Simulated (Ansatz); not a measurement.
## Which way does SnS2 + TiSe2 ⇌ SnSe2 + TiS2 run?

Plane-wave DFT in Ansatz with scalar-relativistic PAW potentials, cutoff 420 eV, Γ-centred meshes chosen by cell and gap, Gaussian smearing with energies taken to zero width. Every cell was relaxed (cell and atoms) in a run of its own, within the symmetry of its start. Functional: PBEsol.

Total energies hold large constants for each element; a whole number of eV per atom of each element is taken off below, which cancels in a balanced reaction.

| compound | lowest structure computed | structures tried | V (Å³/atom) | gap on mesh (eV) | E (eV per formula unit, common shift removed) |
| --- | --- | --- | --- | --- | --- |
| SnS2 | P-3m1 | 6 | 23.40 | 1.44 | -0.8328 |
| TiSe2 | P-3m1 | 1 | 20.74 | 0.00 | -3.7429 |
| SnSe2 | P-3m1 | 1 | 25.89 | 0.60 | -1.2213 |
| TiS2 | P-3m1 | 2 | 18.30 | 0.00 | -3.7470 |

Task: Work out the reaction energy at 0 K.

Result: ΔE = E(SnSe2) + E(TiS2) − E(SnS2) − E(TiSe2) = -0.393 eV, or -38 kJ per mole of reaction (-65 meV/atom). The right side is lower: Sn takes Se and Ti takes S. All four are computed as solids; where they are solids at ordinary conditions entropy changes little. A lower structure that wasn't tried would shift the value, and mixed crystals may lie lower than either side.

The gap is read on a mesh, which can miss the band edges, so it can be too wide. Each cell of SnS2, SnSe2, TiS2, TiSe2 holds layers, and where no dispersion correction was added their binding is poorly described.